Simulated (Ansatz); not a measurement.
**Phonons of fluorite-structured PbF2**

The computed numbers are results of PBEsol, scalar-relativistic (no spin polarisation) in the plane-wave PAW code Ansatz at 420 eV, Gaussian smearing of 0.05 eV; PAW files: Ansatz's generated set soft_2.

```
Pb F
1.0
     0.00000    2.94899    2.94899
     2.94899    0.00000    2.94899
     2.94899    2.94899    0.00000
Pb F
1 2
Direct
  0.00000 0.00000 0.00000
  0.25000 0.25000 0.25000
  0.75000 0.75000 0.75000
```

The start was a prototype's sites filled with these elements; the Crystallography Open Database holds the compound in this structure.

Force constants come from finite displacements in a 2×2×2 supercell (the unit cell's 8×8×8 k-mesh, folded to it); the long-range dipole term is included. Points in reciprocal vectors of this cell: Γ = (0.000, 0.000, 0.000), X = (0.500, 0.000, 0.500), U = (0.625, 0.250, 0.625), K = (0.375, 0.375, 0.750), L = (0.500, 0.500, 0.500), W = (0.500, 0.250, 0.750).

Frequencies at the named points (cm⁻¹, imaginary ones negative):
```
point                           ω (cm⁻¹)
    Γ      0 0 0 110 110 248 248 248 321
    X  56 56 117 130 156 156 160 160 326
    U  56 79 111 121 156 170 174 200 289
    K  56 79 111 121 156 170 174 200 289
    L  47 47 105 125 125 169 220 220 293
    W   59 96 96 122 156 164 164 242 261
```

(1) Is the structure dynamically stable along this path, and where does the spectrum end?

(2) What does the harmonic approximation give for the vibrational free energy, entropy and heat capacity?

Answers:

(1) Yes: no branch is imaginary beyond numerical noise. The highest frequency is 326 cm⁻¹, at X. Points that don't fit the supercell are interpolated.

(2) Zero-point energy 28.4 meV/atom.
```csv
T (K),F_vib (meV/atom),S (J/K per mole of atoms),C_V (J/K per mole of atoms)
100,22.7,13.8,16.8
200,0.8,27.5,22.2
300,-32.8,36.8,23.6
400,-74.7,43.7,24.2
500,-122.9,49.2,24.5
600,-176.2,53.6,24.6
700,-233.8,57.4,24.7
800,-295.1,60.7,24.7
900,-359.6,63.6,24.8
1000,-426.9,66.3,24.8
```

The highest mode, 326 cm⁻¹, is worth 470 K. At 300 K the heat capacity has reached 95 % of the classical limit 3R = 24.9 J/K per mole of atoms: a mode at k_BT already holds 92 % of its classical share, and one at 1.5 k_BT 83 %.

Run time: 91 s on 4 threads of Arm Neoverse N1, on a shared host, peak memory 1.8 GiB.

No spin–orbit coupling, a notable omission for heavy elements.
